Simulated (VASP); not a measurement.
# CaSe (Fm-3m) in VASP: settings compared

The runs below take CaSe through single point, relaxation of cell and atoms, with LDA, r2SCAN.

All numbers are computed with VASP 6.6.1; they aren't measurements. Logs are shortened: lines on timing, memory, paths and dates and some standing lists are left out, and cuts for length are marked.

**The experiment to reproduce.**

A printed reference work, monograph, original work of 1988 reports, for a bulk crystal of CaSe at 2 K: band gap 3.85 eV (indirect).

The results are compared with them further down.

## (1) The cell of the first run

The structure is cubic, space group Fm-3m (No. 225). Conventional cell: a = 5.793 Å, b = 5.793 Å, c = 5.793 Å, α = 90.00°, β = 90.00°, γ = 90.00°. Within 3.8 Å of Ca (site symmetry m-3m) lie 6 Se at 2.90 Å. Within 3.8 Å of Se (site symmetry m-3m) lie 6 Ca at 2.90 Å.

## (2) Single point, LDA

The input, INCAR:

```
ALGO = Normal
EDIFF = 1E-7
ENCUT = 520
GGA = CA
ISIF = 2
ISMEAR = 0
LASPH = True
LCHARG = False
LREAL = False
LWAVE = False
NBANDS = 15
NELM = 60
PREC = Accurate
SIGMA = 0.01
```

The input, KPOINTS:

```
k-points
0
Gamma
  5 5 5
```

The input, POSCAR:

```
CaSe
1.0
    0.0000000000      2.8965282588      2.8965282588
    2.8965282588      0.0000000000      2.8965282588
    2.8965282588      2.8965282588      0.0000000000
Ca Se
1 1
Direct
    0.0000000000      0.0000000000      0.0000000000
    0.5000000000      0.5000000000      0.5000000000
```

Potentials or basis: VASP PAW LDA potentials, release 64 (Ca_sv, Se).

The run is started by

```bash
> cat potpaw_LDA.64/Ca_sv/POTCAR potpaw_LDA.64/Se/POTCAR > POTCAR
> mpirun -np 1 vasp_std > vasp.out
```

OUTCAR:

```text
EDIFF = 1E-7
   ENCUT = 520
   GGA = CA
   ISIF = 2
   ISMEAR = 0
   LASPH = True
   LREAL = False
   NELM = 60
   PREC = Accurate

 ion  position               nearest neighbor table
   1  0.000  0.000  0.000-   2 2.90   2 2.90   2 2.90   2 2.90   2 2.90   2 2.90
   2  0.500  0.500  0.500-   1 2.90   1 2.90   1 2.90   1 2.90   1 2.90   1 2.90

  LATTYP: Found a face centered cubic cell.
 ALAT       =     5.7930565176

  Lattice vectors:

 A1 = (   0.0000000000,   2.8965282588,   2.8965282588)
 A2 = (   2.8965282588,   0.0000000000,   2.8965282588)
 A3 = (   2.8965282588,   2.8965282588,   0.0000000000)

Analysis of symmetry for initial positions (statically):
=====================================================================
 Subroutine PRICEL returns:
 Original cell was already a primitive cell.

 Routine SETGRP: Setting up the symmetry group for a
 face centered cubic supercell.

 Subroutine GETGRP returns: Found 48 space group operations
 (whereof 48 operations were pure point group operations)
 out of a pool of 48 trial point group operations.

The static configuration has the point symmetry O_h .

Analysis of symmetry for dynamics (positions and initial velocities):
=====================================================================
 Subroutine PRICEL returns:
 Original cell was already a primitive cell.

 Routine SETGRP: Setting up the symmetry group for a
 face centered cubic supercell.

 Subroutine GETGRP returns: Found 48 space group operations
 (whereof 48 operations were pure point group operations)
 out of a pool of 48 trial point group operations.

The dynamic configuration has the point symmetry O_h .

 Subroutine INISYM returns: Found 48 space group operations
 (whereof 48 operations are pure point group operations),
 and found     1 'primitive' translations

----------------------------------------------------------------------------------------

                                     Primitive cell

  volume of cell :      48.6030

  direct lattice vectors                    reciprocal lattice vectors
     0.000000000  2.896528259  2.896528259    -0.172620446  0.172620446  0.172620446
     2.896528259  0.000000000  2.896528259     0.172620446 -0.172620446  0.172620446
     2.896528259  2.896528259  0.000000000     0.172620446  0.172620446 -0.172620446

  length of vectors
     4.096309547  4.096309547  4.096309547     0.298987383  0.298987383  0.298987383

  position of ions in fractional coordinates (direct lattice)
     0.000000000  0.000000000  0.000000000
     0.500000000  0.500000000  0.500000000

  ion indices of the primitive-cell ions
   primitive index   ion index
                 1           1
                 2           2

----------------------------------------------------------------------------------------

 KPOINTS: k-points

Automatic generation of k-mesh.
 Grid dimensions read from file:
 generate k-points for:    5    5    5

 Generating k-lattice:

  Cartesian coordinates                     Fractional coordinates (reciprocal lattice)
    -0.034524089  0.034524089  0.034524089     0.200000000  0.000000000  0.000000000
     0.034524089 -0.034524089  0.034524089     0.000000000  0.200000000  0.000000000
     0.034524089  0.034524089 -0.034524089     0.000000000  0.000000000  0.200000000

  Length of vectors
     0.059797477  0.059797477  0.059797477

  Shift w.r.t. Gamma in fractional coordinates (k-lattice)
     0.000000000  0.000000000  0.000000000

 Subroutine IBZKPT returns following result:
 ===========================================

 Found     10 irreducible k-points:

 Following reciprocal coordinates:
            Coordinates               Weight
  0.000000  0.000000  0.000000      1.000000
  0.200000  0.000000  0.000000      8.000000
  0.400000  0.000000  0.000000      8.000000
  0.200000  0.200000  0.000000      6.000000
  0.400000  0.200000  0.000000     24.000000
 -0.400000  0.200000  0.000000     24.000000
 -0.200000  0.200000  0.000000     12.000000
  0.400000  0.400000  0.000000      6.000000
 -0.400000  0.400000  0.000000     12.000000
 -0.400000  0.400000  0.200000     24.000000
   k-points           NKPTS =     10   k-points in BZ     NKDIM =     10   number of bands    NBANDS=     15
   number of dos      NEDOS =    301   number of ions     NIONS =      2
   total plane-waves  NPLWV =  27000
   dimension x,y,z NGX =    30 NGY =   30 NGZ =   30
   dimension x,y,z NGXF=    60 NGYF=   60 NGZF=   60
   ions per type =               1   1
   NGX,Y,Z   is equivalent  to a cutoff of  12.18, 12.18, 12.18 a.u.
   NGXF,Y,Z  is equivalent  to a cutoff of  24.35, 24.35, 24.35 a.u.
 SYSTEM =  unknown system
   PREC   = accura    normal or accurate (medium, high low for compatibility)
   ISTART =      0    job   : 0-new  1-cont  2-samecut
   ICHARG =      2    charge: 1-file 2-atom 10-const
   ISPIN  =      1    spin polarized calculation?
   LNONCOLLINEAR =      F non collinear calculations
   LSORBIT =      F    spin-orbit coupling
   LASPH  =      T    aspherical Exc in radial PAW
   ENCUT  =  520.0 eV  38.22 Ry    6.18 a.u.   7.62  7.62  7.62*2*pi/ulx,y,z
   NELM   =     60;   NELMIN=  2; NELMDL= -5     # of ELM steps
   EDIFF  = 0.1E-06   stopping-criterion for ELM
   LREAL  =      F    real-space projection
   EDIFFG = 0.1E-05   stopping-criterion for IOM
   NSW    =      0    number of steps for IOM
   IBRION =     -1    ionic relax: 0-MD 1-quasi-New 2-CG
   NFREE  =      0    steps in history (QN), initial steepest desc. (CG)
   ISIF   =      2    stress and relaxation
   ISYM   =      2    0-nonsym 1-usesym 2-fastsym
   POTIM  = 0.5000    time-step for ionic-motion
   TEBEG  =    0.0;   TEEND  =   0.0 temperature during run
   PSTRESS=    0.0 pullay stress
   NELECT =      16.0000    total number of electrons
   NUPDOWN=      -1.0000    fix difference up-down
   EMIN   =  10.00;   EMAX   =-10.00  energy-range for DOS
   EFERMI =   0.00;   METHOD = LEGACY
   ISMEAR =     0;   SIGMA  =   0.01  broadening in eV -4-tet -1-fermi 0-gaus
   EFERMI_NEDOS =   21; number of points for ismear=-14 and -15
   IALGO  =     38    algorithm
   IMIX   =      4    mixing-type and parameters
     AMIX     =   0.40;   BMIX     =  1.00
     AMIX_MAG =   1.60;   BMIX_MAG =  1.00
  volume/ion in A,a.u.               =      24.30       163.99
[... 40 lines left out ...]
      6       2.8142      2.00000
      7       2.8142      2.00000
      8       2.8142      2.00000
      9       6.2661      0.00000
     10       6.3184      0.00000
     11       6.3184      0.00000
     12       6.3184      0.00000
     13       6.9932      0.00000
     14       6.9932      0.00000
     15      12.4606      0.00000

 k-point     2 :       0.2000    0.0000    0.0000
  band No.  band energies     occupation
      1     -36.2905      2.00000
      2     -17.6554      2.00000
      3     -17.6006      2.00000
      4     -17.6006      2.00000
      5      -8.9835      2.00000
      6       1.1456      2.00000
      7       2.2103      2.00000
      8       2.2103      2.00000
      9       6.3342      0.00000
     10       6.8592      0.00000
     11       6.8592      0.00000
     12       8.0799      0.00000
     13       8.0799      0.00000
     14       8.1971      0.00000
     15      12.6459      0.00000

 k-point     3 :       0.4000    0.0000    0.0000
  band No.  band energies     occupation
      1     -36.2846      2.00000
      2     -17.7465      2.00000
      3     -17.6063      2.00000
      4     -17.6063      2.00000
      5      -8.5019      2.00000
      6      -0.5335      2.00000
      7       1.5363      2.00000
      8       1.5363      2.00000
      9       6.9366      0.00000
     10       7.9994      0.00000
     11       7.9994      0.00000
     12       8.7485      0.00000
     13       9.9899      0.00000
     14       9.9899      0.00000
     15      11.7493      0.00000

 k-point     4 :       0.2000    0.2000    0.0000
  band No.  band energies     occupation
      1     -36.2893      2.00000
      2     -17.6479      2.00000
      3     -17.6128      2.00000
      4     -17.6128      2.00000
      5      -8.9395      2.00000
      6       0.8891      2.00000
      7       2.2892      2.00000
      8       2.2892      2.00000
      9       5.5315      0.00000
     10       7.0967      0.00000
     11       7.2599      0.00000
     12       7.6497      0.00000
     13       7.6497      0.00000
     14      10.0480      0.00000
     15      12.9729      0.00000

 k-point     5 :       0.4000    0.2000    0.0000
  band No.  band energies     occupation
      1     -36.2842      2.00000
      2     -17.7095      2.00000
      3     -17.6249      2.00000
      4     -17.6213      2.00000
      5      -8.6123      2.00000
      6       0.0010      2.00000
      7       1.4298      2.00000
      8       1.7779      2.00000
      9       5.8607      0.00000
     10       8.0926      0.00000
     11       8.1628      0.00000
     12       8.6503      0.00000
     13       8.6697      0.00000
     14      10.5800      0.00000
     15      11.1593      0.00000

 k-point     6 :      -0.4000    0.2000    0.0000
  band No.  band energies     occupation
      1     -36.2822      2.00000
      2     -17.7330      2.00000
      3     -17.6422      2.00000
      4     -17.6144      2.00000
      5      -8.4430      2.00000
      6      -0.3442      2.00000
      7       1.0245      2.00000
      8       1.4623      2.00000
      9       7.2288      0.00000
     10       7.8265      0.00000
     11       8.1537      0.00000
     12       8.8946      0.00000
     13       9.6040      0.00000
     14       9.9836      0.00000
     15      11.7767      0.00000

 k-point     7 :      -0.2000    0.2000    0.0000
  band No.  band energies     occupation
      1     -36.2861      2.00000
      2     -17.6962      2.00000
      3     -17.6315      2.00000
      4     -17.6016      2.00000
      5      -8.6869      2.00000
      6       0.2042      2.00000
      7       1.5790      2.00000
      8       1.6844      2.00000
      9       7.0774      0.00000
     10       7.1759      0.00000
     11       7.5212      0.00000
     12       8.1125      0.00000
     13       9.2443      0.00000
     14       9.9887      0.00000
     15      12.3819      0.00000

 k-point     8 :       0.4000    0.4000    0.0000
  band No.  band energies     occupation
      1     -36.2815      2.00000
      2     -17.7058      2.00000
      3     -17.6386      2.00000
      4     -17.6386      2.00000
      5      -8.6228      2.00000
      6       0.0811      2.00000
      7       1.8585      2.00000
      8       1.8585      2.00000
      9       4.6349      0.00000
     10       7.7475      0.00000
     11       8.0093      0.00000
     12       8.8524      0.00000
     13       8.8524      0.00000
     14       9.2720      0.00000
     15      13.0671      0.00000

 k-point     9 :      -0.4000    0.4000    0.0000
  band No.  band energies     occupation
      1     -36.2803      2.00000
      2     -17.6997      2.00000
      3     -17.6701      2.00000
      4     -17.6344      2.00000
      5      -8.5224      2.00000
      6       0.2775      2.00000
      7       0.8690      2.00000
      8       1.6437      2.00000
      9       5.4848      0.00000
     10       8.5051      0.00000
     11       8.6071      0.00000
     12       8.6610      0.00000
     13       8.6900      0.00000
     14       9.2127      0.00000
     15      12.5495      0.00000

 k-point    10 :      -0.4000    0.4000    0.2000
  band No.  band energies     occupation
      1     -36.2811      2.00000
      2     -17.7019      2.00000
      3     -17.6619      2.00000
      4     -17.6352      2.00000
      5      -8.4925      2.00000
      6       0.1580      2.00000
      7       0.9762      2.00000
      8       1.2677      2.00000
      9       6.4922      0.00000
     10       7.7961      0.00000
     11       8.1281      0.00000
     12       8.7913      0.00000
     13       9.0773      0.00000
     14      10.5650      0.00000
     15      11.7666      0.00000

------------------------ aborting loop because EDIFF is reached ----------------------------------------

  FORCE on cell =-STRESS in cart. coord.  units (eV):
  Direction    XX          YY          ZZ          XY          YZ          ZX
  --------------------------------------------------------------------------------------
  -------------------------------------------------------------------------------------
  Total        0.0855101      0.0855101      0.0855101      0.0000000      0.0000000     -0.0000000
  in kB        2.8188021      2.8188021      2.8188021      0.0000000      0.0000000     -0.0000000
  external PRESSURE =       2.8188021 kB  Pullay stress =       0.0000000 kB

 VOLUME and BASIS-vectors are now :
 -----------------------------------------------------------------------------
  energy-cutoff  :      520.00
  volume of cell :       48.60
      direct lattice vectors                 reciprocal lattice vectors
     0.000000000  2.896528259  2.896528259    -0.172620446  0.172620446  0.172620446
     2.896528259  0.000000000  2.896528259     0.172620446 -0.172620446  0.172620446
     2.896528259  2.896528259  0.000000000     0.172620446  0.172620446 -0.172620446

 POSITION                                       TOTAL-FORCE (eV/Angst)
 -----------------------------------------------------------------------------------
      0.00000      0.00000      0.00000         0.000000     -0.000000      0.000000
      2.89653      2.89653      2.89653        -0.000000      0.000000     -0.000000
 -----------------------------------------------------------------------------------
    total drift:                               -0.000000      0.000000      0.000000

  FREE ENERGIE OF THE ION-ELECTRON SYSTEM (eV)
  ---------------------------------------------------
  free  energy   TOTEN  =       -10.5785667895 eV

  energy  without entropy=      -10.5785667895  energy(sigma->0) =      -10.57856679
```

Run time: 6.7 s. Hardware: 1 thread of Intel Xeon 6975P-C, shared host; peak memory 0.14 GiB.

What came out:

```
Free energy            : -10.5786 eV
Pressure               : 0.3 GPa
Band gap on the k mesh : 1.82 eV, indirect (least direct gap 2.78 eV)
```

## (3) Single point, r2SCAN

POSCAR is that of step 2.

The input, INCAR.step1:

```
PREC = Accurate
ENCUT = 520
ISMEAR = 0
SIGMA = 0.01
LREAL = F
LASPH = T
NELM = 60
NBANDS = 15
GGA = PE
ALGO = Normal
EDIFF = 1E-4
LWAVE = T
LCHARG = F
```

The input, INCAR.step2:

```
PREC = Accurate
ENCUT = 520
EDIFF = 1E-7
ISMEAR = 0
SIGMA = 0.01
LREAL = F
LASPH = T
NELM = 60
ALGO = Normal
ISIF = 2
LWAVE = F
LCHARG = F
METAGGA = R2SCAN
LMIXTAU = T
NBANDS = 15
ISTART = 1
```

The input, KPOINTS:

```
regular mesh
0
Gamma
  7 7 7
```

Potentials or basis: VASP PAW PBE potentials, release 64 (Ca_sv, Se).

The run is started by

```bash
> cat potpaw_PBE.64/Ca_sv/POTCAR potpaw_PBE.64/Se/POTCAR > POTCAR
> cp INCAR.step1 INCAR
> mpirun -np 1 vasp_std > vasp.out
> cp INCAR.step2 INCAR
> mpirun -np 1 vasp_std > vasp.out
```

Run time: 64 s. Hardware: 1 thread of Intel Xeon 6975P-C, shared host; peak memory 0.18 GiB.

It converged, with:

| Quantity | Value |
| --- | --- |
| Free energy | -25.9249 eV |
| Pressure | 4.7 GPa |
| Band gap on the k mesh | 2.40 eV, indirect (least direct gap 3.38 eV) |

Levels at points of the mesh, in eV from the valence-band top:
```csv
k point,band 5,band 6,band 7,band 8,band 9,band 10,band 11,band 12
"(0.00, 0.00, 0.00)",-12.43,0.00,0.00,0.00,4.19,4.19,4.19,4.52
```

Caveat: the PAW data sets were made with another functional, which shifts forces and pressure a little.

## (4) Relaxation of cell and atoms, LDA

This run uses another cell than the first one, of 25.83 Å³/atom, 1.063 times its volume.

The input, INCAR:

```
SYSTEM = CaSe
PREC = Accurate ; ENCUT = 600
EDIFF = 1E-6 ; ISMEAR = 0
SIGMA = 0.01 ; LREAL = .False.
LASPH = .True. ; NELM = 100
ALGO = Normal ; ISIF = 3
LWAVE = .False. ; LCHARG = .False.
IBRION = 2 ; NSW = 60
EDIFFG = -0.01
```

The input, KPOINTS:

```
Automatic mesh
0
Gamma
  5 5 5
  0 0 0
```

The input, POSCAR:

```
CaSe
1.0
    0.0000000000      2.9560000000      2.9560000000
    2.9560000000      0.0000000000      2.9560000000
    2.9560000000      2.9560000000      0.0000000000
Ca Se
1 1
Direct
    0.0000000000      0.0000000000      0.0000000000
    0.5000000000      0.5000000000      0.5000000000
```

Potentials or basis: VASP PAW LDA potentials, release 64 (Ca_sv, Se).

The run is started by

```bash
> cat potpaw_LDA.64/Ca_sv/POTCAR potpaw_LDA.64/Se/POTCAR > POTCAR
> mpirun -np 1 vasp_std > vasp.out
```

It took 18 s on 1 thread of Intel Xeon 6975P-C, shared host; peak memory 0.18 GiB.

It converged, with:

```
Free energy                            : -10.5792 eV
Relaxed volume                         : 24.43 Å³/atom
Relaxed cell                           : a = 4.103 Å, b = 4.103 Å, c = 4.103 Å, α = 60.00°, β = 60.00°, γ = 60.00°
Space group after relaxing (to 0.05 Å) : Fm-3m (No. 225)
Energy gained by relaxing              : 13.0 meV/atom
Ionic steps                            : 3
Pressure after relaxing                : 0.0 GPa
Band gap on the k mesh                 : 1.83 eV, indirect (least direct gap 2.79 eV)
```

Step by step:
```
step  energy change (eV)  largest force (eV/Å)  pressure (GPa)  volume (Å³)
   1              0.0000                0.0000           -2.84        51.66
   2             -0.0250                0.0000            0.67        48.31
   3             -0.0261                0.0000            0.01        48.85
```

Final structure:
```
Ca Se
1.0
     0.00000    2.90149    2.90149
     2.90149    0.00000    2.90149
     2.90149    2.90149    0.00000
Ca Se
1 1
Direct
  0.00000 0.00000 0.00000
  0.50000 0.50000 0.50000
```

Levels at points of the mesh, in eV from the valence-band top:
```
           k point  band 5  band 6  band 7  band 8  band 9  band 10  band 11  band 12
(0.00, 0.00, 0.00)  -12.05    0.00    0.00    0.00    3.42     3.51     3.51     3.51
```

A k mesh can miss the band edges. Zero-point motion and thermal expansion aren't in these numbers.

## (5) Summary

```tsv
task	level	potentials or basis	cell	k mesh	cutoff (eV)	gap on the mesh (eV)	pressure (GPa)
single point	LDA	VASP PAW LDA potentials, release 64 (Ca_sv, Se)	a = 4.096 Å, angles 60.0°, 2 atoms	5 × 5 × 5	520	1.82	0.3
single point	r2SCAN	VASP PAW PBE potentials, release 64 (Ca_sv, Se)	a = 4.096 Å, angles 60.0°, 2 atoms	7 × 7 × 7	520	2.40	4.7
relaxation of cell and atoms	LDA	VASP PAW LDA potentials, release 64 (Ca_sv, Se)	relaxed from a = 4.180 Å, angles 60.0°, 2 atoms	5 × 5 × 5	600	1.83	0.0
```

Alike in all rows: no spin polarisation; smearing gaussian 0.01 eV.

Caveats: the PAW data sets were made with another functional, which shifts forces and pressure a little (some runs).

Total energies depend on the potentials used, so only differences within one code and one set of settings carry meaning.

## (6) Against experiment

Step 2. A measured gap of CaSe is 3.85 eV (indirect; 2 K; a printed reference work, monograph, original work of 1988); the calculated 1.82 eV misses it by -2.03 eV. So large a miss can be the level of theory's own, or it may mean another phase, state or a wrong row. Spin-orbit coupling on Se is left out. The value is that of LDA on a finite k mesh, which can miss the band edges, without temperature or zero-point motion. Semilocal functionals fall short of measured gaps as a rule.
